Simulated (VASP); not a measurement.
AlPt:

```xyz
8
Lattice="4.8789 0.0000 0.0000 0.0000 4.8789 0.0000 0.0000 0.0000 4.8789" Properties=species:S:1:pos:R:3 pbc="T T T"
Pt    4.1224    3.1960    1.6829
Pt    3.1960    1.6829    4.1224
Pt    1.6829    4.1224    3.1960
Pt    0.7565    0.7565    0.7565
Al    0.7610    1.6785    3.2004
Al    1.6785    3.2004    0.7610
Al    3.2004    0.7610    1.6785
Al    4.1180    4.1180    4.1180
```

The cell is a database's computed one.

Base run:

| Quantity | Value |
| --- | --- |
| Program | VASP 6.6.1 |
| Functional | PBEsol |
| Potentials or basis | VASP PAW PBE potentials, release 64 (Pt, Al) |
| Cutoff | 520 eV |
| k mesh | 5 × 5 × 5 |
| Occupations | fermi-dirac, width 0.05 eV |
| Spin | no spin polarisation |
| Hubbard terms | Pt d U = 2 eV |

Its results: band gap on the k mesh none (metal or under the smearing width); pressure -4.2 GPa; largest force 0.059 eV/Å.

**Question.** After a change of settings the same cell gave: band gap on the k mesh none (metal or under the smearing width); pressure -14.9 GPa; largest force 0.146 eV/Å. Which change was it?
A. hubbard terms from Pt d U = 2 eV to Pt d U = 8 eV
B. hubbard terms from Pt d U = 2 eV to Pt d U = 4 eV
C. hubbard terms from Pt d U = 2 eV to none

**Answer.** A.

Caveats: the PAW data sets were made with another functional, which shifts forces and pressure a little; U without spin polarisation on a metal has little footing; the U is typed as a test and isn't derived for this compound.
